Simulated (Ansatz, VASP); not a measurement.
LiF in VASP and in Ansatz

Contents of POSCAR:

```
LiF
1.0
    0.0000000000      1.9549743028      2.0236966024
    1.9549743028      0.0000000000      2.0236966024
    1.9549743028      1.9549743028      0.0000000000
Li F
1 1
Direct
    0.0000000000      0.0000000000      0.0000000000
    0.5000000000      0.5000000000      0.5000000000
```

Contents of INCAR.step1:

```
SYSTEM = LiF
PREC = Accurate
ENCUT = 520
ISMEAR = 0
SIGMA = 0.01
LREAL = .FALSE.
LASPH = .TRUE.
NELM = 80
NBANDS = 12
GGA = PE
ALGO = Normal
EDIFF = 1E-4
LWAVE = .TRUE.
LCHARG = .FALSE.
```

The input INCAR.step2:

```
SYSTEM = LiF
PREC = Accurate
ENCUT = 520
EDIFF = 1E-6
ISMEAR = 0
SIGMA = 0.01
LREAL = .FALSE.
LASPH = .TRUE.
NELM = 80
ALGO = Normal
ISIF = 2
LWAVE = .FALSE.
LCHARG = .FALSE.
METAGGA = R2SCAN
LMIXTAU = .TRUE.
NBANDS = 12
ISTART = 1
```

Contents of KPOINTS:

```
Automatic mesh
0
G
  10 10 10
  0 0 0
```

Input for Ansatz:

```yaml
crystal:
  lattice:
    - [0.0, 1.9549743028, 2.0236966024]
    - [1.9549743028, 0.0, 2.0236966024]
    - [1.9549743028, 1.9549743028, 0.0]
  atoms:
    - { symbol: Li, position: [0.0, 0.0, 0.0] }
    - { symbol: F, position: [0.5, 0.5, 0.5] }
kpoints:
  mp_grid: { grid: [10, 10, 10] }
  band_path:
    path:
      - [0.0, 0.0, 0.0]
      - [0.5, 0.0, 0.5]
      - [0.625, 0.25, 0.625]
      - [0.375, 0.375, 0.75]
      - [0.5, 0.5, 0.5]
      - [0.5, 0.25, 0.75]
    npoints: 1
hamiltonian:
  xc: r2scan
scf:
  occupations: { method: fixed }
  n_extra_bands: 4
output:
  forces: true
  stress: true
  eigenvalues: true
```

Change from the starting cell: epitaxial_xy strain -2.0%.

Alike in both runs: task single point; functional r2SCAN; k mesh 10 × 10 × 10; no spin polarisation.

```csv
,VASP,Ansatz
version,VASP 6.6.1,Ansatz 0.2.0
potentials or method,"VASP PAW PBE potentials, release 64 (Li_sv, F)","plane waves, PAW"
plane-wave cutoff (eV),520,500
occupations,"gaussian, width 0.01 eV",fixed
valence electrons in the cell,10,10
```

```csv
,VASP,Ansatz,Ansatz less VASP
gap on the k mesh at the Fermi level (eV),10.76,10.53,-0.227
```

 A k mesh can miss the band edges.
